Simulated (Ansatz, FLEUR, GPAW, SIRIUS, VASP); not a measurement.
**BAs: programs and potentials compared**

```
CELL_PARAMETERS angstrom
0.00000 2.38850 2.38850
2.38850 0.00000 2.38850
2.38850 2.38850 0.00000
ATOMIC_POSITIONS crystal
As 0.75000 0.75000 0.75000
B 0.00000 0.00000 0.00000
```

Alike in all runs: task equation of state; functional PBEsol; k mesh 10 × 10 × 10; occupations fermi-dirac, width 0.05 eV; no spin polarisation; no spin-orbit coupling.

| program and potentials | plane-wave cutoff (eV) | notes | equilibrium volume (Å³/atom) | bulk modulus (GPa) |
| --- | --- | --- | --- | --- |
| Ansatz, Ansatz PAW | 420 | potentials made for PBE, which Ansatz adapts in part | 13.55 | 140.4 |
| Ansatz, all-electron LAPW, scalar-relativistic | - | - | 13.54 | 140.3 |
| GPAW, PAW data sets generated for this functional | 800 | - | 13.61 | 141.3 |
| VASP, PBE PAW files As, B, 520 eV | 520 | potentials made for PBE | 13.64 | 140.7 |
| FLEUR, all-electron, FLAPW | - | - | 13.54 | 140.3 |
| SIRIUS, PseudoDojo 0.4.1 PBEsol standard (scalar relativistic) | 1152 | - | 13.56 | 140.2 |
| SIRIUS, all-electron FP-LAPW, apw+lo standard | - | - | 13.55 | 140.3 |

The equilibrium volume spans 13.54 (Ansatz, all-electron LAPW, scalar-relativistic) to 13.64 Å³/atom (VASP, PBE PAW files As, B, 520 eV), with all-electron results at 13.54 to 13.55. The bulk modulus spans 140.2 (SIRIUS, PseudoDojo 0.4.1 PBEsol standard (scalar relativistic)) to 141.3 GPa (GPAW, PAW data sets generated for this functional), with all-electron results at 140.3.

The functional is the same throughout but for its coding, so the spread measures potentials, basis and numerics; runs on potential files found faulty are left out.
